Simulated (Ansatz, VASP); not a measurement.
One calculation of Ti, two programs

```
CELL_PARAMETERS angstrom
2.86387 0.00000 0.00000
-1.43193 2.48018 0.00000
0.00000 0.00000 4.53999
ATOMIC_POSITIONS crystal
Ti 0.33333 0.66667 0.25000
Ti 0.66667 0.33333 0.75000
```

Alike in both runs: task single point; functional LDA; k mesh 13 × 13 × 7; occupations methfessel-paxton of order 1, width 0.1 eV; no spin polarisation.

|  | VASP | Ansatz |
| --- | --- | --- |
| version | VASP 6.6.1 | Ansatz 0.2.0 |
| potentials or method | VASP PAW LDA potentials, release 64 (Ti_sv) | plane waves (420 eV) with PAW, scalar-relativistic |
| plane-wave cutoff (eV) | 520 | 420 |
| valence electrons in the cell | 24 | 24 |

|  | VASP | Ansatz | Ansatz less VASP |
| --- | --- | --- | --- |
| pressure (GPa) | -0.3 | -0.1 | +0.18 |
| largest component of the traceless stress (GPa) | 0.41 | 0.38 | -0.035 |

Ansatz warned: «pseudo_functional_mismatch».
